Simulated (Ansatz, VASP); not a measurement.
## MoS2: VASP beside Ansatz

```
CELL_PARAMETERS angstrom
1.58000 0.91221 6.15000
-1.58000 0.91221 6.15000
0.00000 -1.82443 6.15000
ATOMIC_POSITIONS crystal
Mo 0.00000 0.00000 0.00000
S 0.41700 0.41700 0.41700
S 0.25000 0.25000 0.25000
```

Measurements of this composition are mostly on another form, of space group No. 194.

Alike in both runs: task single point; functional PBE; k mesh 10 × 10 × 10; occupations fermi-dirac, width 0.05 eV; no spin polarisation.

|  | VASP | Ansatz |
| --- | --- | --- |
| version | VASP 6.6.1 | Ansatz 0.2.0 |
| potentials or method | VASP PAW PBE potentials, release 64 (Mo_sv, S) | Ansatz PAW |
| plane-wave cutoff (eV) | 520 | 420 |
| valence electrons in the cell | 26 | 26 |

|  | VASP | Ansatz | Ansatz less VASP |
| --- | --- | --- | --- |
| gap on the k mesh at the Fermi level (eV) | 0.97 | 0.95 | -0.016 |
| least direct gap on the mesh (eV) | 1.96 | 1.96 | -0.004 |
| pressure (GPa) | 5.2 | 5.4 | +0.14 |
| largest component of the traceless stress (GPa) | 1.56 | 1.60 | +0.040 |
| rms of the force components (eV/Å) | 0.221 | 0.228 | +0.0070 |

Atom by atom the forces differ by 0.007 eV/Å (rms over components). The functional is the same, so the differences come from potentials, cutoffs and numerics.

A k mesh can miss the band edges. PBE gaps usually lie below the measured ones, often by a third to a half.
